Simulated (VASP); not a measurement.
Something may be wrong with this VASP 6.6.1 calculation of GaAs.

INCAR

```
SYSTEM = GaAs
PREC = Accurate ; ENCUT = 520
EDIFF = 1E-6 ; ISMEAR = -1
SIGMA = 0.05 ; LREAL = .FALSE.
LASPH = .TRUE. ; NELM = 58
ALGO = Normal ; ISIF = 2
LWAVE = .FALSE. ; LCHARG = .FALSE.
METAGGA = R2SCAN ; LMIXTAU = .TRUE.
NBANDS = 16 ; ISPIN = 2
NUPDOWN = 60
```

The input KPOINTS:

```
Automatic mesh
0
G
  6 6 6
  0 0 0
```

Contents of POSCAR:

```
GaAs
1.0
    0.0000000000      2.8268500000      2.8268500000
    2.8268500000      0.0000000000      2.8268500000
    2.8268500000      2.8268500000      0.0000000000
As Ga
1 1
Direct
    0.7500000000      0.7500000000      0.7500000000
    0.0000000000      0.0000000000      0.0000000000
```

File KPOINTS_OPT:

```
path GXWKGLUWLK,UX
20
line-mode
reciprocal
 0.0000000000  0.0000000000  0.0000000000  G
 0.5000000000  0.0000000000  0.5000000000  X

 0.5000000000  0.0000000000  0.5000000000  X
 0.5000000000  0.2500000000  0.7500000000  W

 0.5000000000  0.2500000000  0.7500000000  W
 0.3750000000  0.3750000000  0.7500000000  K

 0.3750000000  0.3750000000  0.7500000000  K
 0.0000000000  0.0000000000  0.0000000000  G

 0.0000000000  0.0000000000  0.0000000000  G
 0.5000000000  0.5000000000  0.5000000000  L

 0.5000000000  0.5000000000  0.5000000000  L
 0.6250000000  0.2500000000  0.6250000000  U

 0.6250000000  0.2500000000  0.6250000000  U
 0.5000000000  0.2500000000  0.7500000000  W

 0.5000000000  0.2500000000  0.7500000000  W
 0.5000000000  0.5000000000  0.5000000000  L

 0.5000000000  0.5000000000  0.5000000000  L
 0.3750000000  0.3750000000  0.7500000000  K

 0.6250000000  0.2500000000  0.6250000000  U
 0.5000000000  0.0000000000  0.5000000000  X
```

Potentials or basis: VASP PAW PBE potentials, release 64 (As, Ga_d).

Launch:

```console
$ cat potpaw_PBE.64/As/POTCAR potpaw_PBE.64/Ga_d/POTCAR > POTCAR
$ mpirun -np 1 vasp_std > vasp.out
```

OUTCAR:

```text
SYSTEM = GaAs
   PREC = Accurate
   ENCUT = 520
   EDIFF = 1E-6
   ISMEAR = -1
   LREAL = .FALSE.
   LASPH = .TRUE.
   NELM = 58
   ISIF = 2
   METAGGA = R2SCAN
   ISPIN = 2
   NUPDOWN = 60

 ion  position               nearest neighbor table
   1  0.750  0.750  0.750-   2 2.45   2 2.45   2 2.45   2 2.45
   2  0.000  0.000  0.000-   1 2.45   1 2.45   1 2.45   1 2.45

  LATTYP: Found a face centered cubic cell.
 ALAT       =     5.6537000000

  Lattice vectors:

 A1 = (   0.0000000000,   2.8268500000,   2.8268500000)
 A2 = (   2.8268500000,   0.0000000000,   2.8268500000)
 A3 = (   2.8268500000,   2.8268500000,   0.0000000000)

Analysis of symmetry for initial positions (statically):
[... 125 lines left out ...]
   LNONCOLLINEAR =      F non collinear calculations
   LSORBIT =      F    spin-orbit coupling
   LASPH  =      T    aspherical Exc in radial PAW
   ENCUT  =  520.0 eV  38.22 Ry    6.18 a.u.   7.43  7.43  7.43*2*pi/ulx,y,z
   NELM   =     58;   NELMIN=  2; NELMDL= -5     # of ELM steps
   EDIFF  = 0.1E-05   stopping-criterion for ELM
   LREAL  =      F    real-space projection
   EDIFFG = 0.1E-04   stopping-criterion for IOM
   NSW    =      0    number of steps for IOM
   IBRION =     -1    ionic relax: 0-MD 1-quasi-New 2-CG
   NFREE  =      0    steps in history (QN), initial steepest desc. (CG)
   ISIF   =      2    stress and relaxation
   ISYM   =      2    0-nonsym 1-usesym 2-fastsym
   POTIM  = 0.5000    time-step for ionic-motion
   TEBEG  =    0.0;   TEEND  =   0.0 temperature during run
   PSTRESS=    0.0 pullay stress
   NELECT =      18.0000    total number of electrons
   NUPDOWN=      60.0000    fix difference up-down
   EMIN   =  10.00;   EMAX   =-10.00  energy-range for DOS
   EFERMI =   0.00;   METHOD = LEGACY
   ISMEAR =    -1;   SIGMA  =   0.05  broadening in eV -4-tet -1-fermi 0-gaus
   EFERMI_NEDOS =   21; number of points for ismear=-14 and -15
   IALGO  =     38    algorithm
   IMIX   =      4    mixing-type and parameters
     AMIX     =   0.40;   BMIX     =  1.00
     AMIX_MAG =   1.60;   BMIX_MAG =  1.00
  volume/ion in A,a.u.               =      22.59       152.44
  Fermi-wavevector in a.u.,A,eV,Ry     =   1.204628  2.276417 19.743799  1.451128
  Thomas-Fermi vector in A             =   2.340347
   LORBIT       =      0    0 simple, 1 ext, 2 COOP (PROOUT), +10 PAW based schemes
   METAGGA = R2SCAN    functional components
   LHFCALC =     F    Hartree Fock is set to
   AEXX    =    0.0000 exact exchange contribution
   IVDW    =     0    specifies the selected vdW correction
   LEPSILON=     F    determine dielectric tensor
   LRPA    =     F    only Hartree local field effects (RPA)
 spin polarized calculation
  energy-cutoff  :      520.00
  volume of cell :       45.18
 maximum number of plane-waves:      1243
 NGX is ok and might be reduce to    30
   NGX = 15   NGY = 15   NGZ = 15
```

On the terminal:

```text
POSCAR found type information on POSCAR AsGa
 POSCAR found :  2 types and       2 ions
[... 33 lines left out ...]
 WAVECAR not read
 entering main loop
```

Problem. Diagnose the run.

Solution. The calculation hadn't finished when its time ran out. The input holds a flaw that was put in on purpose: moment fixed beyond the electrons at hand (ISPIN = 2; NUPDOWN = 60).
